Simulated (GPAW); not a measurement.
The system is FeO.

```
Fe O
1.0
     0.00000    2.38188    2.38188
     2.38188    0.00000    2.38188
     2.38188    2.38188    0.00000
Fe O
1 1
Direct
  0.00000 0.00000 0.00000
  0.25000 0.25000 0.25000
```

The cell comes from a database or a generator and needn't be the stable form of this composition.

Base run:

- Program: GPAW 26.7.0
- Functional: r2SCAN
- Potentials or basis: GPAW PAW data sets (gpaw-data 1.2.1)
- Cutoff: 800 eV
- Basis: pw
- k mesh: 7 × 7 × 7
- Occupations: gaussian, width 0.05 eV
- Spin: collinear spin, ferromagnetic start
- Starting moments: [1.0, 0.0] μB
- Fixed moment: 1 μB
- Hubbard terms: Fe d U = 5 eV

Its results: pressure -22.8 GPa; net moment 1.00 μB per cell; site moments Fe +1.50; O -0.30 μB.

Problem. The run is repeated on the same cell with these changes: fixed moment from 1 μB to none; moments at the start from [1.0, 0.0] to [3.0, 0.0]. What comes out?

Solution. Pressure -12.3 GPa; net moment 4.09 μB per cell; site moments Fe +4.00; O +0.12 μB.

Caveats: the PAW data sets were made with another functional, which shifts forces and pressure a little; a cell with one magnetic atom can't hold antiferromagnetic order, which such compounds often take; the total moment is fixed, so each spin has its own Fermi level (some runs).
